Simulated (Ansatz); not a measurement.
Li2S built on the antifluorite prototype, relaxed with r2SCAN in Ansatz: it is cubic, Fm-3m (No. 225); a = 5.691 Å in the conventional setting, 15.36 Å³ an atom. S has 8 Li at 2.46 Å; Li has 4 S at 2.46 Å. The primitive cell holds 3 atoms in 46.07 Å³. Calculated for a static, non-magnetic cell.

Computed values: HSE06 (6×6×6) gives a least gap of 4.34 eV and a least direct gap of 5.34 eV. r2SCAN's ε∞ is 3.63.

(1) What is the density?

(2) At what wavelength does absorption set in by HSE06, excitons left aside?

(3) What refractive index and reflectivity at normal incidence follow, below the gap and above the phonons?

Results:

(1) The cell holds 1 S, 2 Li: M = 1×32.060 + 2×6.940 = 45.94 u in V = 46.07 Å³. ρ = 1.66054 × M/V = 1.66054 × 45.94/46.07 = 1.656 g/cm³, for the static r2SCAN lattice.

(2) λ = 1239.84 eV nm/E: 286 nm for the least gap, where it needs phonons and is weak, and 232 nm for direct transitions. That lies in the ultraviolet, so by this gap the crystal is transparent to visible light.

(3) n = √3.63 = 1.905; R = ((n − 1)/(n + 1))² = (0.905/2.905)² = 9.7 % a face.

The meshes of the hybrids are coarse, so their gaps aren't converged to the digits shown.
